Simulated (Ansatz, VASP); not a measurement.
# Cross-check of Ga2O3 between VASP and Ansatz, part 3 of 3

Wanted: the spread between two codes on one cell, functional and k mesh. Of the first pair: The two relaxations start from unlike cells of this crystal (the structure described is Ansatz's start), so only their ends are compared.

VASP 6.6.1 and Ansatz 0.2.0.

So far: Ansatz: relaxation of cell and atoms, BLYP with D3(BJ); VASP: relaxation of cell and atoms, BLYP with D3(BJ); Side by side; Ansatz: relaxation of cell and atoms, PBEsol with D3(BJ); VASP: relaxation of cell and atoms, PBEsol with D3(BJ); Differences.

## Step 8: VASP: relaxation of cell and atoms, PBE with D3(BJ)

Level of this step: PBE with D3(BJ); plane waves and PAW (Ga_d, O) (VASP).

The relaxed volume is the usual yardstick between codes: in a stiff, nearly cubic crystal its relative difference is about their pressure difference at one cell divided by the bulk modulus.

INCAR reads:

```
SYSTEM = Ga2O3
PREC = Accurate
ENCUT = 600
EDIFF = 1E-07
NELM = 120
ISMEAR = 0
SIGMA = 0.02
LREAL = .FALSE.
ALGO = Normal
GGA = PE
IVDW = 12
NBANDS = 54
LORBIT = 11
LWAVE = .FALSE.
LCHARG = .FALSE.
ISIF = 3
IBRION = 2
NSW = 80
EDIFFG = -0.005
LASPH = .TRUE.
GGA_COMPAT = .FALSE.
NELMIN = 4
EFERMI = MIDGAP
KPAR = 2
```

POSCAR reads:

```
Ga2O3
1.0
    6.1808058036     -1.5348773933      0.0101063946
    6.1808058036      1.5348773933      0.0101063946
   -1.3934249870      0.0000000000      5.6838162115
Ga O
4 6
Direct
    0.0904770154      0.0904770154      0.7952462776
    0.9095229846      0.9095229846      0.2047537224
    0.6587974944      0.6587974944      0.3136328018
    0.3412024854      0.3412024854      0.6863670206
    0.1657209670      0.1657209670      0.1088570717
    0.8342790330      0.8342790330      0.8911429283
    0.1730778576      0.1730778576      0.5626879773
    0.8269221424      0.8269221424      0.4373120227
    0.4961897295      0.4961897295      0.2554958152
    0.5038102504      0.5038102504      0.7445040071
```

KPOINTS reads:

```
Automatic mesh
0
Gamma
8 8 4
0 0 0
```

The projector-augmented-wave data sets are Ga_d and O (PBE family, release 64).

Started as:

```sh
$ mpirun -np 2 vasp_std
```

Numbers of over 12 decimals in the logs are rounded to 6 here.

What it wrote:

```text
[banner, memory and clock lines left out]
running    2 mpi-ranks, on    1 nodes
[...]
LDA part: xc-table for (Slater+PW92), standard interpolation
 POSCAR, INCAR and KPOINTS ok, starting setup
[...]
entering main loop
       N       E                     dE             d eps       ncg     rms          rms(c)
DAV:   1     0.127533183755E+04    0.12753E+04   -0.44121E+04  9978   0.323E+03
DAV:   2     0.221064120069E+03   -0.10543E+04   -0.99594E+03  8584   0.868E+02
DAV:   3    -0.455744818191E+02   -0.26664E+03   -0.25864E+03  9834   0.276E+02
DAV:   4    -0.679432446298E+02   -0.22369E+02   -0.22107E+02 10188   0.854E+01
[...]
DAV:  15    -0.596713036439E+02    0.13032E-05   -0.56686E-06 13772   0.311E-02    0.327E-03
DAV:  16    -0.596713036988E+02   -0.54843E-07   -0.24989E-06  9608   0.150E-02    0.118E-03
DAV:  17    -0.596713036452E+02    0.53600E-07   -0.26773E-07  7472   0.883E-03
   1 F= -.61610629E+02 E0= -.61610629E+02  d E =-.616106E+02
[...]
N       E                     dE             d eps       ncg     rms          rms(c)
DAV:   1    -0.596704560128E+02    0.84769E-03   -0.44546E-03 13022   0.685E-01    0.930E-02
DAV:   2    -0.596703132477E+02    0.14277E-03   -0.53010E-04 12918   0.232E-01    0.399E-02
DAV:   3    -0.596702784011E+02    0.34847E-04   -0.80793E-05 13778   0.119E-01    0.120E-02
DAV:   4    -0.596702741360E+02    0.42651E-05   -0.23963E-05 15094   0.567E-02    0.519E-03
DAV:   5    -0.596702741725E+02   -0.36503E-07   -0.65821E-06 10642   0.271E-02    0.114E-03
DAV:   6    -0.596702742349E+02   -0.62393E-07   -0.42513E-07  8954   0.707E-03
   2 F= -.61610634E+02 E0= -.61610634E+02  d E =-.502851E-05
 trial-energy change:   -0.000005  1 .order   -0.000003   -0.000028    0.000022
 step:   0.6178(harm=  0.5629)  dis= 0.00012  next Energy=   -61.610638 (dE=-0.905E-05)
 reached required accuracy - stopping structural energy minimisation
```

From OUTCAR (step 8):

```text
 Edisp (eV)   -1.93933

 Edisp (eV)   -1.94036

  Total       0.02997     0.04685     0.04314     0.00000     0.00000    -0.00367
  in kB       0.44530     0.69613     0.64106     0.00000     0.00000    -0.05446
  external pressure =        0.59 kB  Pullay stress =        0.00 kB

 POSITION                                       TOTAL-FORCE (eV/Angst)
 -----------------------------------------------------------------------------------
      0.01042      0.00000      4.52094         0.000041     -0.000000      0.001533
     10.95473      0.00000      1.18225        -0.000041     -0.000000     -0.001533
      7.70470      0.00000      1.79585        -0.000191     -0.000000     -0.003214
      3.26046      0.00000      3.90733         0.000191      0.000000      0.003214
      1.89639      0.00000      0.62180         0.002492     -0.000000      0.000913
      9.06877      0.00000      5.08139        -0.002492     -0.000000     -0.000913
      1.35512      0.00000      3.20124         0.001827     -0.000000     -0.003546
      9.61004      0.00000      2.50195        -0.001827     -0.000000      0.003546
      5.77598      0.00000      1.46197         0.001526     -0.000000      0.001428
      5.18918      0.00000      4.24122        -0.001526     -0.000000     -0.001428
 -----------------------------------------------------------------------------------
    total drift:                               -0.000154      0.000000      0.001628

  FREE ENERGIE OF THE ION-ELECTRON SYSTEM (eV)
  ---------------------------------------------------
  free  energy   TOTEN  =       -61.6106343731 eV

  energy  without entropy=      -61.6106343731  energy(sigma->0) =      -61.61063437

[... 2 parts as in an earlier step ...]

[... 2 further parts left out ...]
[key lines of the parts left out:]
E-fermi :   4.6549
```

## Step 9: Ansatz: relaxation of cell and atoms, PBE with D3(BJ)

Its own start cell and the same functional, mesh and smearing now go to Ansatz, which takes its cutoff from its data sets.

The two relaxations start from unlike cells of this crystal, so only their ends are compared.

input.yaml reads:

```yaml
crystal:
  lattice:
    - [6.107, -1.51855, 0.0]
    - [6.107, 1.51855, 0.0]
    - [-1.3859888959, 0.0, 5.630008738]
  atoms:
    - { symbol: Ga, position: [0.0905, 0.0905, 0.7946] }
    - { symbol: Ga, position: [0.9095, 0.9095, 0.2054] }
    - { symbol: Ga, position: [0.65866, 0.65866, 0.31402] }
    - { symbol: Ga, position: [0.34134, 0.34134, 0.68598] }
    - { symbol: O, position: [0.1645, 0.1645, 0.1098] }
    - { symbol: O, position: [0.8355, 0.8355, 0.8902] }
    - { symbol: O, position: [0.1733, 0.1733, 0.5632] }
    - { symbol: O, position: [0.8267, 0.8267, 0.4368] }
    - { symbol: O, position: [0.4959, 0.4959, 0.2566] }
    - { symbol: O, position: [0.5041, 0.5041, 0.7434] }
kpoints:
  mp_grid: { grid: [8, 8, 4] }
hamiltonian:
  xc: pbe
  dispersion: d3bj
scf:
  occupations: { method: gaussian, width: 0.02 }
output:
  forces: true
  stress: true
  eigenvalues: true
relax:
  adjacent_minimum: "off"
  f_tol: 0.005
  max_steps: 60
  cell: { stress_tol: 0.03 }
```

Started as:

```sh
$ ansatz run input.yaml --threads 4 --pin off --max-ram 16384MiB --backend cpu --events-out ev --progress --plain --runs-dir out
```

What it wrote:

```text
[...]
Crystal: 10 atoms, lattice volume = 104.423 Å³
Basis set: ecut = 420 eV, 2037 PW (Γ), FFT grids on a1−a2, a2, a3, exchange–correlation on 48×90×80 points (8 copies of the dense FFT grid, shifted against one another)
Bands: 54, of which v1, the nominal top of the filled ones, is band 44 counted from 1 (43 counted from 0)
Symmetry: 4 space group operations
[...]
- { symbol: Ga, position: [0.658842, 0.658842, 0.313758] }
    - { symbol: Ga, position: [0.341158, 0.341158, 0.686242] }
    - { symbol: O, position: [0.165580, 0.165580, 0.108990] }
    - { symbol: O, position: [0.834420, 0.834420, 0.891010] }
    - { symbol: O, position: [0.173157, 0.173157, 0.562788] }
    - { symbol: O, position: [0.826843, 0.826843, 0.437212] }
    - { symbol: O, position: [0.496219, 0.496219, 0.255615] }
    - { symbol: O, position: [0.503781, 0.503781, 0.744385] }
[key lines of the parts left out:]
SCF converged after 6 iterations
Free energy (F): -18542.044598 eV
Fermi energy:    8.884856 eV
P = ⅓ Tr σ = 0.0145 GPa (0.145 kbar)
```

## Step 10: Side by side

Both answers:

```
                                         quantity  Ansatz    VASP  difference
                                      volume (Å³)  107.64  107.83     -0.18 %
edge a after relaxation, in the typed setting (Å)   6.364   6.367     -0.05 %
edge c after relaxation, in the typed setting (Å)   5.849   5.851     -0.04 %
```

## Step 11: Results

```yaml
difference_in_volume_relaxation_of_cell_and_atoms_blyp_with_d3_bj: -0.93 %
difference_in_edge_c_after_relaxation_in_the_typed_setting_relaxation_of_cell_and_atoms_pbesol_with_d3_bj: 0.033 %
difference_in_volume_relaxation_of_cell_and_atoms_pbe_with_d3_bj: -0.18 %
```

**Reading.** The difference in volume is -0.93 % (relaxation of cell and atoms, BLYP with D3(BJ)), within the 1.2 % picked in this series as the mark of a large difference, as far as the stopping tolerances let one tell. Such differences can come from data sets, numerical settings and the points named under the comparisons, not from the functional's error against experiment.

[Lines on the potential files, build, host, timing and source positions are cut from VASP's logs without a mark.]

[Logs are printed without paths, hosts, clocks, repeated set-up lines and the standing remarks that a program may print on its own settings, such as how far it seeks lower states.]

[Hosts, paths, dates, database ids (printed as entryN), source tags and the programs' standing remarks are cut or masked in the printed files.]
